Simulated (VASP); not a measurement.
CoO:

```
CELL_PARAMETERS angstrom
2.57053 0.00000 0.00000
0.00000 2.57053 0.00000
0.00000 0.00000 2.57053
ATOMIC_POSITIONS crystal
Co 0.00000 0.00000 0.00000
O 0.50000 0.50000 0.50000
```

Measurements of this composition are mostly on another form, of space group No. 225.

Base run:

| Item | Value |
| --- | --- |
| Program | VASP 6.6.1 |
| Functional | PBE |
| Potentials or basis | VASP PAW PBE potentials, release 64 (Co, O) |
| Cutoff | 520 eV |
| k mesh | 7 × 7 × 7 |
| Occupations | gaussian, width 0.05 eV |
| Spin | collinear spin, random start |
| Starting moments | [-0.95, 0.0] μB |
| Hubbard terms | Co d U = 7 eV |

Its results: band gap on the k mesh 2.00 eV, indirect (least direct gap 3.04 eV); pressure 16.4 GPa.

Task: The run is repeated on the same cell with these changes: spin from collinear spin, random start to no spin polarisation; further incar settings from ALGO = Normal; EDIFF = 1e-06; NBANDS = 18 to ALGO = Fast; EDIFF = 1e-07. What comes out?

Result: Band gap on the k mesh none (metal or under the smearing width); pressure -11.2 GPa.

Caveats: an odd mesh through Γ misses points on the zone boundary, where band edges often lie (some runs); a cell with one magnetic atom can't hold antiferromagnetic order, which such compounds often take (some runs); an odd number of electrons without spin polarisation forces a metal (some runs); a magnetic or distorted state may lie lower (some runs); U without spin polarisation on a metal has little footing (some runs).

Not every run made on this cell is shown here.
